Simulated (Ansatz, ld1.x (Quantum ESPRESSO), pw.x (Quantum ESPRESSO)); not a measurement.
# What a changed setting does to a pw.x run (fcc Hf)

Potential: PAW, ld1.x (Quantum ESPRESSO) 7.5, PBE; core [Kr] 4d10 4f14, reference 5s2 5p6 5d2 6s2 6p0; waves: 5s (bound): rcut 1.70, rcutus 2.15 bohr; 6s (bound): rcut 1.70, rcutus 2.15 bohr; 5p (bound): rcut 1.75, rcutus 2.10 bohr; 6p (bound, empty): rcut 1.75, rcutus 2.10 bohr; 5d (bound): rcut 2.40, rcutus 2.95 bohr; 5d channel at 0.45 Ry: rcut 2.40, rcutus 2.95 bohr; local part: all-electron potential smoothed inside 2.85 bohr (lloc = -2); core correction: Bessel-smoothed model core inside 1.05 bohr; augmentation: BESSEL, radius 1.60 bohr.

The reference run (k-mesh 13³, cutoffs 45/360 Ry, Fermi–Dirac 0.01 Ry, mixing_beta 0.4, conv_thr 1e-9, no spin) gives 0.49 GPa at 22.681 Å³/atom, where all-electron LAPW gives -0.23 GPa. This run, with its own iteration cap, changes startingwfc to random.

```
&control
  calculation='scf', prefix='x', pseudo_dir='./', outdir='./tmp', tstress=.true., disk_io='none'
/
&system
  ibrav=0, nat=1, ntyp=1, ecutwfc=45, ecutrho=360, nbnd=14,
  occupations='smearing', smearing='fd', degauss=0.01
/
&electrons
  conv_thr=1e-09, mixing_beta=0.4, electron_maxstep=70, startingwfc='random'
/
ATOMIC_SPECIES
Hf 1.0 Hf.UPF
CELL_PARAMETERS angstrom
  0.00000000 2.24669474 2.24669474
  2.24669474 0.00000000 2.24669474
  2.24669474 2.24669474 0.00000000
ATOMIC_POSITIONS crystal
Hf 0.0000 0.0000 0.0000
K_POINTS automatic
13 13 13 0 0 0
```

```bash
pw.x < Hf.scf.in > Hf.scf.out
```

Problem. How does the run end?

Solution. It converges in 8 iterations; the free energy moves by +0.0 meV/atom and the pressure by +0.00 GPa. The result is that of the reference run.

```
Message from routine setup:
     using ibrav=0 with symmetry is DISCOURAGED, use correct ibrav instead
     lattice parameter (alat)  =       6.0042  a.u.
     unit-cell volume          =     153.0590 (a.u.)^3
     number of electrons       =        12.00
     number of Kohn-Sham states=           14
     kinetic-energy cutoff     =      45.0000  Ry
     charge density cutoff     =     360.0000  Ry
     scf convergence threshold =      1.0E-09
     Exchange-correlation= SLA  PW   PBX  PBC
     number of k points=    84  Fermi-Dirac smearing, width (Ry)=  0.0100
     iteration #  1     ecut=    45.00 Ry     beta= 0.40
     total energy              =    -696.21157376 Ry
     estimated scf accuracy    <       0.02805116 Ry
     iteration #  2     ecut=    45.00 Ry     beta= 0.40
     total energy              =    -696.21274364 Ry
     estimated scf accuracy    <       0.00594278 Ry
     iteration #  3     ecut=    45.00 Ry     beta= 0.40
     total energy              =    -696.21374165 Ry
     estimated scf accuracy    <       0.00044672 Ry
     [... 2 iterations left out ...]
     iteration #  6     ecut=    45.00 Ry     beta= 0.40
     total energy              =    -696.21378981 Ry
     estimated scf accuracy    <       0.00000002 Ry
     iteration #  7     ecut=    45.00 Ry     beta= 0.40
     total energy              =    -696.21378983 Ry
     estimated scf accuracy    <          7.5E-09 Ry
     iteration #  8     ecut=    45.00 Ry     beta= 0.40
     the Fermi energy is    13.7423 ev
!    total energy              =    -696.21378984 Ry
     estimated scf accuracy    <          3.7E-10 Ry
     smearing contrib. (-TS)   =      -0.00656067 Ry
     The total energy is F=E-TS. E is the sum of the following terms:
     one-electron contribution =     -16.51410834 Ry
     hartree contribution      =      17.11563028 Ry
     xc contribution           =     -64.79282111 Ry
     ewald contribution        =     -77.75276395 Ry
     one-center paw contrib.   =    -554.26316606 Ry
     convergence has been achieved in   8 iterations
          total   stress  (Ry/bohr**3)                   (kbar)     P=        4.90
     Message from routine punch:
     Nothing written, as per user request (disk_io='none')
```

The run took about 16 s on one core of a shared host (Neoverse-V1, 32 threads, 247 GiB, load 48).
